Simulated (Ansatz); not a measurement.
**Choice of functional: Ta**

```
Ta
1.0
    -1.65128    1.65128    1.65128
     1.65128   -1.65128    1.65128
     1.65128    1.65128   -1.65128
Ta
1
Direct
  0.00000 0.00000 0.00000
```

The cell is COD entry 1541266, as deposited and not checked against the literature; nothing was relaxed.

Spin–orbit coupling is left out, though it moves levels of the heavy atoms by tenths of an eV or more.

One fixed cell is solved with several functionals by PAW (frozen-core files) in Ansatz 0.2.0, scalar-relativistically. A positive pressure means that the functional wants a larger cell.

The PAW files were made with PBE; their cores are remade for each functional.

Numerical set-up: a Γ-centred 17×17×17 k mesh, Fermi–Dirac smearing of 0.08 eV, cutoff 420 eV, no spin polarisation.

Cutoffs: PBE 420 eV, LDA 420 eV, PBEsol 420 eV, r²SCAN 500 eV.

| setting | P (GPa) | lowest level at Γ above −25 eV, from the valence-band top or, without a gap, the Fermi level (eV) |
| --- | --- | --- |
| PBE | 3.12 | -7.90 |
| LDA | -8.92 | -7.87 |
| PBEsol | -3.79 | -7.91 |
| r²SCAN | 0.51 | -8.30 |
